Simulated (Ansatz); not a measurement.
Runs of Ansatz 0.2.0 on PbS. The structure is orthorhombic, space group Cmcm (No. 63). The conventional cell has a = 4.160 Å, b = 11.983 Å, c = 4.279 Å, α = 90.00°, β = 90.00°, γ = 90.00°. Pb (site symmetry m2m) is surrounded by 5 S at 2.69 to 2.99 Å. S (site symmetry m2m) is surrounded by 5 Pb at 2.69 to 2.99 Å. Measurements of this composition are mostly on another form, of space group No. 225.

| task | level | spin | k mesh | cutoff (eV) | smearing | points for each segment of the path | atoms under strain | gap on the mesh (eV) | pressure (GPa) | largest force (eV/Å) |
| --- | --- | --- | --- | --- | --- | --- | --- | --- | --- | --- |
| band structure | r2SCAN | SOC, no magnetisation | 5 × 5 × 5 | 500 | fermi-dirac 0.05 eV | 14 | - | (b) | -0.3 | 0.12 |
| single point | PBE | off | 7 × 7 × 6 | 420 | gaussian 0.015 eV | - | - | 1.25 | 1.1 | 0.10 |
| single point | PBE | off | 7 × 7 × 6 | 420 | gaussian 0.013 eV | - | - | 1.25 | 1.1 | 0.10 |
| elastic constants | LDA | off | 5 × 5 × 5 | 420 | fixed | - | relaxed | 1.09 | (a) | - |
| single point | PBE | off | 7 × 7 × 6 | 420 | gaussian 0.014 eV | - | - | 1.25 | 1.1 | 0.10 |

Alike in all rows: potentials or basis Ansatz PAW; cell as given.

Task: Estimate the missing entries.

Result: (a) -3.2; (b) 1.24.

Caveats: odd divisions of the mesh miss points on the zone boundary, where band edges often lie, so the gap on the mesh can be too wide (some runs); spin-orbit coupling is left out, which as a rule narrows the gap of such compounds by several tenths of an eV (some runs); the PAW data sets come from PBE, with cores solved anew for the run's functional, which leaves a small shift of forces and pressure (some runs); the k mesh misses the band edges, so the gap on the mesh is wider than the one along the path (some runs); the cell is more than 3 GPa from zero pressure, which shifts response properties (some runs); the elastic tensor has a negative eigenvalue, so either the cell is unstable as it stands or the mesh is too thin (some runs).

A k mesh can miss the band edges, and rows without SOC leave out spin-orbit coupling on Pb.
